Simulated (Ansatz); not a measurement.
Runs of Ansatz 0.2.0 on Hf. It takes space group Fm-3m (No. 225, cubic). The conventional cell has a = 4.440 Å, b = 4.440 Å, c = 4.440 Å, α = 90.00°, β = 90.00°, γ = 90.00°. Around Hf (site symmetry m-3m) lie 12 Hf at 3.14 Å. This isn't the form of Hf at room conditions, which is hcp.

```csv
task,level,potentials or basis,U,k mesh,cutoff (eV),smearing,driver,atoms under strain,double counting,points for each segment of the path,hubbard projectors,other keys,gap on the mesh (eV),pressure (GPa)
density of states,RPBE+D3(BJ),Ansatz PAW,-,10 × 10 × 10,420,cold 0.01 eV,chain,-,-,-,-,-,none,-22.7
density of states,PBE+D3(BJ)+ATM,PseudoDojo standard,-,10 × 10 × 10,789,fermi-dirac 0.01 eV,chain,-,-,-,-,-,none,0.0
elastic constants,BPBE,as the typed override names,-,7 × 7 × 7,520,fermi-dirac 0.1 eV,chain,relaxed,-,-,-,"hamiltonian.pseudopotentials = kind paw, source ansatz; …",none,3.2
density of states,RPBE+D3(BJ),Ansatz PAW,-,10 × 10 × 10,420,cold 0.01 eV,-,-,-,-,-,-,none,-22.7
band structure,PBE+U,JTH PAW,Hf d U = 7 eV,10 × 10 × 10,1230,methfessel-paxton 0.05 eV,chain,-,amf,14,ortho-atomic (the default),-,none,(a)
```

Alike in all rows: no spin polarisation; cell as given.

Problem. Estimate the missing entries.

Solution. (a) 5.1.

Caveats: pairwise dispersion overbinds metals, which lowers pressure and volume (some runs); the potentials were made for another functional, which shifts forces and pressure (some runs); so large a pressure means that the cell lies far from this level's equilibrium, or that cutoff or potentials fall short (some runs); the cell is more than 3 GPa from zero pressure, which shifts response properties (some runs); elastic constants of metals need much finer meshes, so these are rough (some runs); the PAW data sets come from PBE, with cores solved anew for the run's functional, which leaves a small shift of forces and pressure (some runs); spin-orbit coupling is left out, which moves the levels of the heavy elements (some runs).

A k mesh can miss the band edges, and the runs leave out spin-orbit coupling on Hf.

A gap of «none» marks a metal or a gap under the smearing width.

The runs don't all hold the same shells in valence.
